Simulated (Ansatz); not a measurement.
**Lu under changes of volume**

One of the cells (29.847 Å³/atom); the others are scaled copies at fixed shape and fractional positions:

```
CELL_PARAMETERS angstrom
-1.95411 1.95411 1.95411
1.95411 -1.95411 1.95411
1.95411 1.95411 -1.95411
ATOMIC_POSITIONS crystal
Lu 0.00000 0.00000 0.00000
```

This isn't the form of Lu at room conditions, which is hcp.

```yaml
Program: Ansatz 0.2.0
Functional: BLYP
Dispersion: D4
Potentials_or_basis: all-electron LAPW, non-relativistic
Cutoff: 176 eV (chosen from the basis error)
Basis_error_allowed: 0.001 eV/atom
k_mesh: 10 × 10 × 10
Occupations: cold, width 0.025 eV
Spin: collinear spin, random start
Starting_moments: "[1.0] μB"
Fixed_moment: 1 μB
```

```csv
volume (Å³/atom),energy over the lowest point (meV/atom),pressure (GPa)
28.056,56.65,5.7
28.653,37.78,4.6
29.250,22.70,3.5
29.847,?,?
30.444,4.56,1.4
31.041,0.80,0.6
31.638,0.00,-0.2
```

Q: What does the run at 29.847 Å³/atom give?

A: Energy over the lowest point 11.69 meV/atom; pressure 2.4 GPa.

Worked out: A Birch-Murnaghan fit of order 3 (a polynomial in V^(-2/3)) to the other rows has its minimum at 31.47 Å³/atom with B0 = V·E''(V) = 43 GPa (rough, since the energies scatter). It gives 11.87 meV/atom at 29.847 Å³/atom, against the run's 11.69, and -dE/dV = 2.4 GPa, against 2.4.

Energies are extrapolated to zero smearing.

Caveats: relativity is left out, which matters for the heavier elements; the total moment is fixed, so each spin has its own Fermi level.
